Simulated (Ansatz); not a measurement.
Calculation for TePb: DFT, PBEsol, all-electron LAPW, scalar-relativistic (Ansatz 0.2.0).

The cell comes from a relaxation on PAW files under the same functional, begun from a database entry that needn't be the ground state.

Command: `ansatz run input.yaml --threads 1 --pin off --max-ram 2048MiB --backend cpu --events-out ev --progress --plain --runs-dir out` It took 25 s on 1 thread of Arm Neoverse V2, with other jobs on the host, peak memory 0.39 GiB.

```yaml
crystal:
  lattice:
    - [3.9072401056, 0.0, 0.0]
    - [0.0, 3.9072401056, 0.0]
    - [0.0, 0.0, 3.9072401056]
  atoms:
    - { symbol: Te, position: [0.5, 0.5, 0.5] }
    - { symbol: Pb, position: [0.0, 0.0, 0.0] }
kpoints:
  mp_grid: { grid: [10, 10, 10] }
  band_path:
    path:
      - [0.0, 0.0, 0.0]
      - [0.0, 0.5, 0.0]
      - [0.5, 0.5, 0.0]
      - [0.0, 0.0, 0.0]
      - [0.5, 0.5, 0.5]
      - [0.0, 0.5, 0.0]
      - [0.5, 0.5, 0.5]
      - [0.5, 0.5, 0.0]
    npoints: 14
scf:
  occupations: { method: fermi_dirac, width: 0.05 }
hamiltonian:
  xc: pbesol
  pseudopotentials: { kind: all_electron, lapw: { basis_error: 0.0005 } }
output:
  forces: true
  stress: true
  eigenvalues: true
  populations: true
```

Output:

```
Te: projections on atomic orbitals take those of the free atom 1s2 2s2 2p6 3s2 3p6 3d10 4s2 4p6 4d10 5s2 5p4, of charge +0.00 (hamiltonian.pseudopotentials.projection_atoms)
Pb: projections on atomic orbitals take those of the free atom 1s2 2s2 2p6 3s2 3p6 3d10 4s2 4p6 4d10 4f14 5s2 5p6 5d10 6s2 6p2, of charge +0.00 (hamiltonian.pseudopotentials.projection_atoms)
LAPW: plane waves up to 6.705 Å⁻¹, error target 5.0e-4 eV per atom; small_component_spin mean_spin; Te in spheres of 1.651 Å, 24 of its electrons in bands, Dirac shells []; Pb in spheres of 1.733 Å, 36 of its electrons in bands, Dirac shells [] (how accurate: hamiltonian.pseudopotentials.lapw.basis_error, Limitations)
Engine: ansatz 0.2.0
Pseudopotentials: kind: all_electron
Pseudopotential: Te, LAPW, valence charge 24, lapw/all_electron/scalar/gaussian/Te, Koelling and Harmon's equation, gaussian nucleus
Pseudopotential: Pb, LAPW, valence charge 36, lapw/all_electron/scalar/gaussian/Pb, Koelling and Harmon's equation, gaussian nucleus
Functional definition: PBEsol
  exchange = pbesol_x
  correlation = pbesol_c
Crystal: 2 atoms, lattice volume = 59.650 Å³
Basis set: ecut = 171.2758196948925 eV, 305 PW (Γ), exchange–correlation at level 2
Bands: 36, of which v1, the nominal top of the filled ones, is band 30 counted from 1 (29 counted from 0)
Symmetry: 48 space group operations
Space group: Pm-3m (ITA 221), of the structure as read, at distance tolerance 3.9e-5 Å
k-points: 56 of 1000
Non-local potential: Te, projectors of the file, none
Non-local potential: Pb, projectors of the file, none
Initial density: superposition of atomic densities (chi_scale 0.1, normalization cell, long waves kept (reshape's long-wave potential 0.00 eV rms))
Initial wavefunctions: plane waves of lowest kinetic energy (no species holds an atomic orbital)
Functional: x = pbesol(κ = 0.804, μ = 0.12345679012345678), c = pbesol(β = 0.046)
iter 1 solved again at ethr=6.43e-4 eV; its pass at ethr=1.00e-1 eV (dr2=3.86e-1 eV) is discarded
SCF iter   1: F=—  HF=-752721.598042 eV  |F-HF|=—  |Δ(HF+E_count)|=         —  Δρ=1.50e-2  dr2=3.86e-1  ethr=6.43e-4  ⟨swp⟩=2.6  Hψ=12443  notcnv=0
preconditioner: auto → Kerker (q_TF=auto, 2.731 Å⁻¹)  [metal: Δε(μ)=0.042 eV  Ē_g=16.251 eV  σ=0.050 eV  W_gap=0.20  n_scr=18 (ndim 8)  ℏωp=21.5 eV  f_vac=0.000  D(μ)=1.31/eV (n_scr^D=6)]
SCF iter   2: F=—  HF=-752721.489067 eV  |F-HF|=—  |Δ(HF+E_count)|=   1.09e-1  Δρ=8.11e-3  dr2=1.17e-1  ethr=6.43e-4  ⟨swp⟩=2.0  Hψ=6318  notcnv=0
SCF iter   3: F=—  HF=-752721.472886 eV  |F-HF|=—  |Δ(HF+E_count)|=   1.62e-2  Δρ=5.20e-3  dr2=5.15e-2  ethr=1.95e-4  ⟨swp⟩=2.0  Hψ=5660  notcnv=0
iter 4 solved again at ethr=3.02e-6 eV; its pass at ethr=8.58e-5 eV (dr2=1.81e-3 eV) is discarded
SCF iter   4: F=—  HF=-752721.468798 eV  |F-HF|=—  |Δ(HF+E_count)|=   4.09e-3  Δρ=1.27e-3  dr2=1.81e-3  ethr=3.02e-6  ⟨swp⟩=2.0  Hψ=10204  notcnv=0
SCF iter   5: F=—  HF=-752721.466362 eV  |F-HF|=—  |Δ(HF+E_count)|=   2.44e-3  Δρ=6.10e-4  dr2=2.76e-4  ethr=3.02e-6  ⟨swp⟩=2.0  Hψ=6010  notcnv=0
SCF iter   6: F=—  HF=-752721.466349 eV  |F-HF|=—  |Δ(HF+E_count)|=   1.30e-5  Δρ=3.12e-4  dr2=1.12e-4  ethr=4.60e-7  ⟨swp⟩=2.0  Hψ=6010  notcnv=0
SCF iter   7: F=—  HF=-752721.466342 eV  |F-HF|=—  |Δ(HF+E_count)|=   6.66e-6  Δρ=1.35e-4  dr2=1.56e-5  ethr=1.86e-7  ⟨swp⟩=2.0  Hψ=6010  notcnv=0
SCF iter   8: F=—  HF=-752721.466337 eV  |F-HF|=—  |Δ(HF+E_count)|=   5.66e-6  Δρ=4.49e-5  dr2=1.64e-6  ethr=2.60e-8  ⟨swp⟩=2.0  Hψ=6010  notcnv=0
SCF iter   9: F=—  HF=-752721.466337 eV  |F-HF|=—  |Δ(HF+E_count)|=   4.96e-7  Δρ=1.97e-5  dr2=2.96e-7  ethr=2.74e-9  ⟨swp⟩=2.1  Hψ=6019  notcnv=0
SCF iter  10: F=-752721.466337 eV  HF=-752721.466337 eV  |F-HF|=1.05e-9  |Δ(HF+E_count)|=   8.53e-8  Δρ=4.90e-6  dr2=1.90e-8  ethr=4.94e-10  ⟨swp⟩=2.2  Hψ=6028  notcnv=0
SCF 1 converged in 10 iterations: F = -752721.466337 eV  dr2 = 1.90e-8
NSCF: frozen V_eff on 99 k-points
SCF converged after 10 iterations
Free energy (F): -752721.466337 eV
Harris-Foulkes:  -752721.466337 eV  (|F-HF|=1.05e-9)
Internal energy: -752721.455555 eV  (E = F + TS)
E sigma→0 (E₀):  -752721.460946 eV
Entropy (-TS):   -0.010783 eV (-5.391 meV/atom)
Fermi energy:    13.977959 eV
--- Per-component energies (eV) ---
  E_band       = -3283.147340
  E_kinetic    = 849889.637651
  E_xc         = -15139.494431
  E_electrostatic = -1587471.598775  (all electrons and nuclei)
  E_smearing   = -0.010783  (= −TS)
  E_closure    = 0.000000  (closes the sum)
  E_atoms      = -752713.611654  (free atoms, spherical and without spin; not in F)
  Σ components = -752721.466337   (vs F -752721.466337, Δ=0.00e0)
  Basis errors (estimates in eV, not in F): energy 1.3e-4 per atom: plane waves 1.3e-4 (6.4e-5 summed), levels above the bands 4.5e-71, relativity 1.2e-9, radial functions 7.9e-6, core shells 1.4e-9; eigenvalues (radial functions only) 7.6e-6; not estimated: angular momenta, meshes, grids; target (lapw.basis_error) 5.0e-4; muffin-tin radii Te 1.651 Å, Pb 1.733 Å
--- Forces (eV/Å), atoms counted from 1 ---
  atom   1  Te     0.00000000     0.00000000    -0.00000000
  atom   2  Pb    -0.00000000     0.00000000     0.00000000
  max |Σ_I F_I| component: 4.08e-30 eV/Å
--- Stress (GPa, compression-positive) ---
        0.034948       0.000000       0.000000
        0.000000       0.034948       0.000000
        0.000000       0.000000       0.034948
  P = ⅓ Tr σ = 0.0349 GPa (0.349 kbar)
--- Band table (eV; the first three rows and the last of 56) ---
  k-point 0: bands = ["-144.7945", "-125.6147", "-114.6682", "-114.6682", "-114.6682", "-114.6670", "-114.6670", "-114.6670", "-114.6656", "-94.8976", "-94.8976", "-94.8976", "-67.4010", "-67.4010", "-67.4010", "-22.3400", "-22.3400", "-22.3373", "-22.3373", "-22.3373", "-2.9624", "-2.9624", "-2.8584", "-2.8584", "-2.8584", "1.3906", "7.5101", "12.3260", "12.3260", "12.3260", "17.9416", "17.9416", "19.7886", "19.7886", "19.7886", "24.9214"]
  k-point 1: bands = ["-144.7945", "-125.6147", "-114.6682", "-114.6682", "-114.6682", "-114.6670", "-114.6670", "-114.6670", "-114.6656", "-94.8976", "-94.8976", "-94.8976", "-67.4010", "-67.4010", "-67.4010", "-22.3400", "-22.3395", "-22.3374", "-22.3374", "-22.3372", "-2.9619", "-2.9538", "-2.8618", "-2.8618", "-2.8582", "1.4781", "7.2985", "12.2582", "12.4243", "12.4243", "18.0145", "18.3174", "19.3158", "19.4854", "19.4854", "24.7217"]
  k-point 2: bands = ["-144.7945", "-125.6147", "-114.6682", "-114.6682", "-114.6682", "-114.6670", "-114.6670", "-114.6670", "-114.6656", "-94.8976", "-94.8976", "-94.8976", "-67.4010", "-67.4010", "-67.4010", "-22.3400", "-22.3381", "-22.3377", "-22.3377", "-22.3372", "-2.9607", "-2.9313", "-2.8706", "-2.8706", "-2.8577", "1.7356", "6.7138", "12.2396", "12.7103", "12.7103", "17.5890", "18.2306", "18.7038", "18.7038", "20.1531", "23.4101"]
  k-point 55: bands = ["-144.7945", "-125.6147", "-114.6682", "-114.6682", "-114.6682", "-114.6670", "-114.6670", "-114.6670", "-114.6656", "-94.8976", "-94.8976", "-94.8976", "-67.4012", "-67.4012", "-67.4012", "-22.3398", "-22.3398", "-22.3398", "-22.3316", "-22.3316", "-2.9329", "-2.9329", "-2.9329", "-2.8138", "-2.8138", "4.2160", "7.0321", "11.3378", "11.3378", "11.3378", "12.7895", "12.7895", "12.7895", "28.2932", "28.2932", "28.2932"]
--- Löwdin populations: 2 sites ---
  site symbol       q [e]
     0     Te     52.0661
     1     Pb     81.8669
  spilling = 0.000500 (of n_electrons = 134.000000)
```

populations.tsv:

```
# site	symbol	l	j	q
# orbitals = lowdin
# n_electrons = 134.000000
# spilling = 0.000500
# projection_atom_Te: 1s2 2s2 2p6 3s2 3p6 3d10 4s2 4p6 4d10 5s2 5p4
# projection_atom_Pb: 1s2 2s2 2p6 3s2 3p6 3d10 4s2 4p6 4d10 4f14 5s2 5p6 5d10 6s2 6p2
0	Te	0_1S	-	1.999999
0	Te	0_2S	-	1.999977
0	Te	0_3S	-	1.999665
0	Te	0_4S	-	1.995847
0	Te	0_5S	-	1.859712
0	Te	1_2P	-	6.000000
0	Te	1_3P	-	5.999980
0	Te	1_4P	-	5.998470
0	Te	1_5P	-	4.213659
0	Te	2_3D	-	9.999998
0	Te	2_4D	-	9.998804
1	Pb	0_1S	-	2.000000
1	Pb	0_2S	-	1.999999
1	Pb	0_3S	-	1.999989
1	Pb	0_4S	-	1.999894
1	Pb	0_5S	-	1.998766
1	Pb	0_6S	-	1.943027
1	Pb	1_2P	-	6.000000
1	Pb	1_3P	-	5.999999
1	Pb	1_4P	-	5.999979
1	Pb	1_5P	-	5.998393
1	Pb	1_6P	-	1.930742
1	Pb	2_3D	-	10.000000
1	Pb	2_4D	-	9.999997
1	Pb	2_5D	-	9.996143
1	Pb	3_4F	-	13.999998
```

Next run (cell and atoms relaxed), as changes to the input before:

```diff
   mp_grid: { grid: [10, 10, 10] }
-  band_path:
-    path:
-      - [0.0, 0.0, 0.0]
-      - [0.0, 0.5, 0.0]
-      - [0.5, 0.5, 0.0]
-      - [0.0, 0.0, 0.0]
-      - [0.5, 0.5, 0.5]
-      - [0.0, 0.5, 0.0]
-      - [0.5, 0.5, 0.5]
-      - [0.5, 0.5, 0.0]
-    npoints: 14
 scf:
   eigenvalues: true
-  populations: true
+relax:
+  f_tol: 0.005
+  max_steps: 12
+  cell: {}
```

Command: `ansatz run input.yaml --threads 1 --pin off --max-ram 2048MiB --backend cpu --events-out ev --progress --plain --runs-dir out` It took 24 s on 1 thread of Arm Neoverse V2, with other jobs on the host, peak memory 0.4 GiB.

Results part of the output:

```
basis re-selected at this cell: Δ(F+E_penalty+E_count) = +2.328e-10 eV, ΔP = -0.000 GPa vs the last step (what re-selecting the basis moved, after the strain that the cell walked since its last selection, with what the two solves' SCF thresholds leave and, on support functions, any second-order correction that the steps lacked; it is no measure of the basis error at this ecutwfc). This SCF's stress stands 3.51e-2 GPa from its target on what of the cell is left free (relax.cell.stress_tol is 5.00e-2 GPa) and its largest allowed force component is 1.84e-30 eV/Å (relax.f_tol is 5.00e-3 eV/Å): within both
SCF converged after 2 iterations
Free energy (F): -752721.466306 eV
Harris-Foulkes:  -752721.466306 eV  (|F-HF|=1.51e-9)
Internal energy: -752721.455524 eV  (E = F + TS)
E sigma→0 (E₀):  -752721.460915 eV
Entropy (-TS):   -0.010783 eV (-5.391 meV/atom)
Fermi energy:    13.977956 eV
--- Per-component energies (eV) ---
  E_band       = -3283.145984
  E_kinetic    = 849889.659964
  E_xc         = -15139.494907
  E_electrostatic = -1587471.620580  (all electrons and nuclei)
  E_smearing   = -0.010783  (= −TS)
  E_closure    = 0.000000  (closes the sum)
  E_atoms      = -752713.611654  (free atoms, spherical and without spin; not in F)
  Σ components = -752721.466306   (vs F -752721.466306, Δ=0.00e0)
[... lines left out ...]
        0.000000       0.035114       0.000000
        0.000000       0.000000       0.035114
  P = ⅓ Tr σ = 0.0351 GPa (0.351 kbar)
--- Band table (eV; the first three rows and the last of 56) ---
  k-point 0: bands = ["-144.7946", "-125.6146", "-114.6681", "-114.6681", "-114.6681", "-114.6670", "-114.6670", "-114.6670", "-114.6655", "-94.8976", "-94.8976", "-94.8976", "-67.4009", "-67.4009", "-67.4009", "-22.3401", "-22.3401", "-22.3373", "-22.3373", "-22.3373", "-2.9623", "-2.9623", "-2.8584", "-2.8584", "-2.8584", "1.3906", "7.5101", "12.3260", "12.3260", "12.3260", "17.9416", "17.9416", "19.7886", "19.7886", "19.7886", "24.9214"]
  k-point 1: bands = ["-144.7946", "-125.6146", "-114.6681", "-114.6681", "-114.6681", "-114.6670", "-114.6670", "-114.6670", "-114.6655", "-94.8976", "-94.8976", "-94.8976", "-67.4009", "-67.4009", "-67.4009", "-22.3400", "-22.3395", "-22.3374", "-22.3374", "-22.3373", "-2.9619", "-2.9537", "-2.8618", "-2.8618", "-2.8582", "1.4781", "7.2985", "12.2582", "12.4243", "12.4243", "18.0144", "18.3174", "19.3158", "19.4854", "19.4854", "24.7217"]
  k-point 2: bands = ["-144.7946", "-125.6146", "-114.6681", "-114.6681", "-114.6681", "-114.6670", "-114.6670", "-114.6670", "-114.6655", "-94.8976", "-94.8976", "-94.8976", "-67.4009", "-67.4009", "-67.4009", "-22.3400", "-22.3382", "-22.3377", "-22.3377", "-22.3373", "-2.9606", "-2.9313", "-2.8706", "-2.8706", "-2.8576", "1.7356", "6.7138", "12.2396", "12.7103", "12.7103", "17.5890", "18.2306", "18.7038", "18.7038", "20.1531", "23.4101"]
  k-point 55: bands = ["-144.7946", "-125.6146", "-114.6681", "-114.6681", "-114.6681", "-114.6670", "-114.6670", "-114.6670", "-114.6655", "-94.8976", "-94.8976", "-94.8976", "-67.4011", "-67.4011", "-67.4011", "-22.3399", "-22.3399", "-22.3399", "-22.3317", "-22.3317", "-2.9329", "-2.9329", "-2.9329", "-2.8137", "-2.8137", "4.2160", "7.0321", "11.3377", "11.3377", "11.3377", "12.7895", "12.7895", "12.7895", "28.2932", "28.2932", "28.2932"]
--- Relaxed structure (1 steps of the walk, 1 accepted, 1 SCFs on fresh bases) ---
  F+E_penalty+E_count = -752721.46630634 eV   max|allowed force component| = 1.841e-30 eV/Å   (the final SCF, on the basis selected at the relaxed cell)
  cell:  # Å, volume = 59.6500 Å³
    - [3.9072401056, 0.0, 0.0]
    - [0.0, 3.9072401056, 0.0]
    - [0.0, 0.0, 3.9072401056]
  atoms:
    - { symbol: Te, position: [0.49999999999999994, 0.49999999999999994, 0.49999999999999994] }
    - { symbol: Pb, position: [0.0, 0.0, 0.0] }
```

Spin–orbit coupling is left out, which matters for the heavy atoms.
